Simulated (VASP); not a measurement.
## Si2Mo under changes of volume

One of the cells (13.051 Å³/atom); the others are scaled copies at fixed shape and fractional positions:

```
CELL_PARAMETERS angstrom
4.55480 0.00000 0.00000
-2.27740 3.94457 0.00000
0.00000 0.00000 6.53759
ATOMIC_POSITIONS crystal
Mo 0.50000 0.50000 0.83333
Mo 0.00000 0.50000 0.16667
Mo 0.50000 0.00000 0.50000
Si 0.16418 0.32836 0.50000
Si 0.67164 0.83582 0.16667
Si 0.83582 0.16418 0.83333
Si 0.83582 0.67164 0.50000
Si 0.32836 0.16418 0.16667
Si 0.16418 0.83582 0.83333
```

Measurements of this composition are mostly on another form, of space group No. 139.

* Program: VASP 6.6.1
* Functional: LDA
* Potentials or basis: VASP PAW LDA potentials, release 64 (Mo_sv, Si)
* Cutoff: 520 eV
* k mesh: 6 × 6 × 4
* Occupations: gaussian, width 0.02 eV
* Spin: no spin polarisation

| volume (Å³/atom) | energy over the lowest point (meV/atom) | pressure (GPa) | largest force (eV/Å) |
| --- | --- | --- | --- |
| 12.529 | 16.16 | 10.2 | 0.019 |
| 12.790 | 3.94 | 4.8 | 0.009 |
| 13.051 | 0.00 | 0.0 | 0.001 |
| 13.312 | ? | ? | ? |
| 13.573 | 13.66 | -8.2 | 0.020 |

Task: What does the run at 13.312 Å³/atom give?

Result: Energy over the lowest point 3.49 meV/atom; pressure -4.3 GPa; largest force 0.010 eV/Å.

Worked out: A Birch-Murnaghan fit of order 2 (a polynomial in V^(-2/3)) to the other rows has its minimum at 13.06 Å³/atom with B0 = V·E''(V) = 228 GPa at fixed shape and positions, which overstates the stiffness. It gives 3.46 meV/atom at 13.312 Å³/atom, against the run's 3.49, and -dE/dV = -4.3 GPa, against -4.3.

Energies are extrapolated to zero smearing.
